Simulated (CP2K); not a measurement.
## KCl (Sylvite) under changes of volume

One of the cells (31.151 Å³/atom); the others are scaled copies at fixed shape and fractional positions:

```
K Cl
1.0
     4.44978    0.00000    0.00000
     2.22489    3.85362    0.00000
     2.22489    1.28454    3.63323
K Cl
1 1
Direct
  0.00000 0.00000 0.00000
  0.50000 0.50000 0.50000
```

- Program: CP2K 2026.2
- Functional: LDA
- Potentials or basis: GTH_POTENTIALS K GTH-PADE-q9, Cl GTH-PADE-q7; TZVP-MOLOPT-PBE-GTH basis
- Density cutoff: 6123 eV
- k mesh: 7 × 7 × 7
- Occupations: fermi-dirac, width 0.1 eV
- Spin: no spin polarisation

```tsv
volume (Å³/atom)	energy over the lowest point (meV/atom)	pressure (GPa)	gap on the mesh (eV)
29.282	0.00	-1.0	4.93
29.905	4.79	-1.4	4.85
30.528	10.96	-1.7	4.78
31.151	18.33	-2.0	4.72
31.774	?	?	?
32.397	36.08	-2.5	4.59
33.020	46.22	-2.7	4.53
```

What does the run at 31.774 Å³/atom give?

Energy over the lowest point 26.75 meV/atom; pressure -2.3 GPa; gap on the mesh 4.65 eV.

Worked out: A Birch-Murnaghan fit of order 3 (a polynomial in V^(-2/3)) to the other rows has no minimum within the range. It gives 26.75 meV/atom at 31.774 Å³/atom, against the run's 26.75, and -dE/dV = -2.3 GPa, against -2.3. A straight line through the other rows of the gap, of slope -3.29 eV per unit of ln V (its deformation potential), gives 4.65 eV, against the run's 4.65.

Energies are extrapolated to zero smearing.

Caveats: the basis of atomic orbitals isn't converged, which shifts pressures, moduli and gaps; an odd mesh through Γ misses points on the zone boundary, where band edges often lie (some runs).
